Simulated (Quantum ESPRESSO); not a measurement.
Ni:

```
Ni
1.0
     2.44802    0.00000    0.00000
    -1.22401    2.12005    0.00000
     0.00000    0.00000    4.07281
Ni
2
Direct
  0.66667 0.33333 0.75000
  0.33333 0.66667 0.25000
```

This isn't the form of Ni at room conditions, which is fcc.

Base run:

```yaml
Program: Quantum ESPRESSO 7.5
Functional: PBEsol
Potentials_or_basis: GBRV 1.5 PBEsol
Cutoff: 612 eV
Density_cutoff: 4898 eV
k_mesh: 10 × 10 × 6
Occupations: fermi-dirac, width 0.05 eV
Spin: no spin polarisation
```

Its results: band gap on the k mesh none (metal or under the smearing width); pressure -4.6 GPa.

The run is repeated on the same cell with these changes: spin from no spin polarisation to collinear spin, antiferromagnetic start. What comes out?

Band gap on the k mesh none (metal or under the smearing width); pressure -4.2 GPa; net moment 0.00 μB per cell; site moments Ni +0.30, -0.30 μB.
